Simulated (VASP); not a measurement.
# Mg (P6_3/mmc) in VASP: notebook, part 2 of 2

VASP 6.6.1. Earlier steps stand in the parts before.

### Step 3. Relaxation of cell and atoms, LDA

This run uses another cell than the first one, of 23.24 Å³/atom, 1.076 times its volume.

INCAR

```
  PREC = Accurate
  ENCUT = 600
  EDIFF = 1E-7
  ISMEAR = 0
  SIGMA = 0.1
  LREAL = False
  LASPH = True
  NELM = 100
  ALGO = Normal
  ISIF = 3
  LWAVE = False
  LCHARG = False
  GGA = CA
  IBRION = 2
  NSW = 100
  EDIFFG = -0.005
```

KPOINTS

```
Automatic mesh
0
Gamma
  15 15 8
```

POSCAR

```
Mg
1.0
    3.2092715325      0.0000000000      0.0000000000
   -1.6046357662      2.7793106748      0.0000000000
    0.0000000000      0.0000000000      5.2103300000
Mg
2
Direct
    0.3333333333      0.6666666667      0.2500000000
    0.6666666667      0.3333333333      0.7500000000
```

Potentials or basis: VASP PAW LDA potentials, release 64 (Mg).

Launch:

```
> cat potpaw_LDA.64/Mg/POTCAR > POTCAR
> mpirun -np 1 vasp_std > vasp.out
```

It took 83 s on 1 thread of Intel Xeon Platinum 8259CL at 2.50GHz (Skylake/Cascade Lake), shared host; peak memory 0.19 GiB.

It converged, with:

```
Free energy                            : -3.6234 eV
Relaxed volume                         : 21.41 Å³/atom
Relaxed cell                           : a = 3.137 Å, b = 3.137 Å, c = 5.024 Å, α = 90.00°, β = 90.00°, γ = 120.00°
Space group after relaxing (to 0.05 Å) : P6_3/mmc (No. 194)
Energy gained by relaxing              : 17.6 meV/atom
Ionic steps                            : 6
Pressure after relaxing                : 0.0 GPa
Band gap on the k mesh                 : none (metal or under the smearing width)
```

Step by step:
| step | energy change (eV) | largest force (eV/Å) | pressure (GPa) | volume (Å³) |
| --- | --- | --- | --- | --- |
| 1 | 0.0000 | 0.0000 | -2.81 | 46.47 |
| 2 | -0.0322 | 0.0000 | -0.85 | 43.79 |
| 3 | -0.0349 | 0.0000 | -0.02 | 42.87 |
| 4 | -0.0349 | 0.0000 | 0.04 | 42.80 |
| 5 | -0.0351 | 0.0000 | 0.04 | 42.81 |
| 6 | -0.0351 | 0.0000 | 0.03 | 42.82 |

Final structure:
```
Mg
1.0
     3.13723    0.00000    0.00000
    -1.56861    2.71692    0.00000
     0.00000    0.00000    5.02414
Mg
2
Cartesian
  0.0000 1.8113 1.2560
  1.5686 0.9056 3.7681
```

Levels at points of the mesh, in eV from the Fermi level:
```tsv
k point	band 1	band 2	band 3	band 4	band 5	band 6
(0.00, 0.00, 0.00)	-7.22	-1.69	-1.14	11.16	11.16	11.31
(0.00, 0.00, 0.50)	-5.74	-5.74	5.44	5.44	11.92	11.92
```

LDA usually gives volumes a few per cent too small. Zero-point motion and thermal expansion aren't in these numbers.

### Step 4. Single point, LDA (the clean substrate in the cell of the map)

INCAR

```
SYSTEM = Mg
ALGO = Fast
DIPOL = 0.5 0.5 0.283
EDIFF = 1E-6
ENCUT = 520
IDIPOL = 3
ISIF = 2
ISMEAR = 0
LASPH = .TRUE.
LCHARG = .TRUE.
LDIPOL = .TRUE.
LELF = .TRUE.
LREAL = .FALSE.
LVACPOTAV = .TRUE.
LVHAR = .TRUE.
LWAVE = .FALSE.
NBANDS = 12
NELM = 100
PREC = Accurate
SIGMA = 0.1
```

KPOINTS

```
k-points
0
G
  8 5 1
  0 0 0
```

POSCAR

```
Mg
1.0
    3.1466128697      0.0000000000      0.0000000000
    0.0000000000      5.0388886589      0.0000000000
    0.0000000000      0.0000000000     20.5846139733
Mg
4
Direct
    0.0000000000      0.7500000000      0.1943198937
    0.5000000000      0.2500000000      0.2384474589
    0.5000000000      0.7500000000      0.3306067122
    0.0000000000      0.2500000000      0.3684603453
```

Potentials or basis: VASP PAW LDA potentials, release 64 (Mg).

Launch:

```
> cat potpaw_LDA.64/Mg/POTCAR > POTCAR
> mpirun -np 1 vasp_std > vasp.out
```

OUTCAR:

```text
SYSTEM = Mg
   EDIFF = 1E-6
   ENCUT = 520
   ISIF = 2
   ISMEAR = 0
   LASPH = .TRUE.
   LREAL = .FALSE.
   NELM = 100
   PREC = Accurate

 ion  position               nearest neighbor table
   1  0.000  0.750  0.194-   2 3.11   2 3.11   2 3.11   2 3.11   3 3.22   3 3.22
   2  0.500  0.250  0.238-   4 3.10   4 3.10   1 3.11   1 3.11   1 3.11   1 3.11   3 3.15   3 3.15

   3  0.500  0.750  0.331-   4 3.07   4 3.07   4 3.07   4 3.07   2 3.15   2 3.15   1 3.22   1 3.22

   4  0.000  0.250  0.368-   3 3.07   3 3.07   3 3.07   3 3.07   2 3.10   2 3.10

  LATTYP: Found a simple orthorhombic cell.
 ALAT       =     3.1466128697
 B/A-ratio  =     1.6013691126
[... 422 lines left out ...]
  -------------------------------------------------------------------------------------
  Total       -1.0785186     -1.6231873     -0.4275787      0.0000000      0.0000000      0.0000000
  in kB       -5.2944083     -7.9681669     -2.0989682      0.0000000      0.0000000      0.0000000
  external PRESSURE =      -5.1205145 kB  Pullay stress =       0.0000000 kB

 VOLUME and BASIS-vectors are now :
 -----------------------------------------------------------------------------
  energy-cutoff  :      520.00
  volume of cell :      326.38
      direct lattice vectors                 reciprocal lattice vectors
     3.146612870  0.000000000  0.000000000     0.317802043  0.000000000  0.000000000
     0.000000000  5.038888659  0.000000000     0.000000000  0.198456459  0.000000000
     0.000000000  0.000000000 20.584613973     0.000000000  0.000000000  0.048579973

 POSITION                                       TOTAL-FORCE (eV/Angst)
 -----------------------------------------------------------------------------------
      0.00000      3.77917      4.00000         0.000000      0.000000      0.203582
      1.57331      1.25972      4.90835         0.000000      0.000000     -0.100337
      1.57331      3.77917      6.80541         0.000000      0.000000     -0.044689
      0.00000      1.25972      7.58461         0.000000      0.000000     -0.058556
 -----------------------------------------------------------------------------------
    total drift:                               -0.000000     -0.000000      0.000008

  FREE ENERGIE OF THE ION-ELECTRON SYSTEM (eV)
  ---------------------------------------------------
  free  energy   TOTEN  =        -5.7200206199 eV

  energy  without entropy=       -5.6984414068  energy(sigma->0) =       -5.70923101

 vacuum level on the upper side and lower side of the slab         1.832         1.810
```

stdout:

```text
POSCAR found type information on POSCAR Mg
 POSCAR found :  1 types and       4 ions
 scaLAPACK will be used
 LDA part: xc-table for (Slater(with rela. corr.)+CA(PZ))
 , standard interpolation
 POSCAR, INCAR and KPOINTS ok, starting setup
 FFT: planning ... GRIDC
 FFT: planning ... GRID_SOFT
 FFT: planning ... GRID
 WAVECAR not read
 entering main loop
 -----------------------------------------------------------------------------
|                                                                             |
|           W    W    AA    RRRRR   N    N  II  N    N   GGGG   !!!           |
|           W    W   A  A   R    R  NN   N  II  NN   N  G    G  !!!           |
|           W    W  A    A  R    R  N N  N  II  N N  N  G       !!!           |
|           W WW W  AAAAAA  RRRRR   N  N N  II  N  N N  G  GGG   !            |
|           WW  WW  A    A  R   R   N   NN  II  N   NN  G    G                |
|           W    W  A    A  R    R  N    N  II  N    N   GGGG   !!!           |
|                                                                             |
|     Did not find any points to average over, which means that no vacuum     |
|     field-free region was found. Please increase the size of  your cell     |
|     in the dimension of the dipole correction to obtain accurate            |
|     workfunction values.                                                    |
|                                                                             |
 -----------------------------------------------------------------------------
```

Run time: 75 s. Hardware: 1 thread of Intel Xeon Platinum 8259CL at 2.50GHz (Skylake/Cascade Lake), shared host; peak memory 0.28 GiB.

What came out:

| Item | Value |
| --- | --- |
| Free energy | -5.7200 eV |
| Largest force | 0.204 eV/Å |
| Band gap on the k mesh | none (metal or under the smearing width) |
| Work function of the upper face | 3.91 eV |
| Work function of the lower face | 3.89 eV |

Forces in eV/Å, atoms in the order of the input:
```
Mg   0.000  0.000  0.204
Mg   0.000  0.000 -0.100
Mg   0.000  0.000 -0.045
Mg   0.000  0.000 -0.059
```

Levels at points of the mesh, in eV from the Fermi level:
| k point | band 1 | band 2 | band 3 | band 4 | band 5 | band 6 | band 7 | band 8 | band 9 |
| --- | --- | --- | --- | --- | --- | --- | --- | --- | --- |
| (0.00, 0.00, 0.00) | -6.20 | -3.99 | -1.08 | -0.77 | -0.05 | 1.26 | 1.48 | 2.25 | 3.30 |
| (0.50, 0.00, 0.00) | -2.55 | -2.43 | -0.51 | -0.16 | 2.52 | 2.54 | 2.55 | 2.83 | 3.36 |

### Step 5. Summary

```tsv
task	cell	k mesh	cutoff (eV)	dipole correction	gap on the mesh (eV)	pressure (GPa)
single point	P6_3/mmc, 21.6 Å³/atom	15 × 15 × 8	520	no	none	-0.3
relaxation of cell and atoms	relaxed	15 × 15 × 8	600	no	none	0.0
single point	the clean substrate in the cell of the map	8 × 5 × 1	520	yes	none	-
```

Alike in all rows: level LDA; potentials or basis VASP PAW LDA potentials, release 64 (Mg); no spin polarisation; smearing gaussian 0.1 eV.

Absolute energies hang on the potentials; compare differences alone.
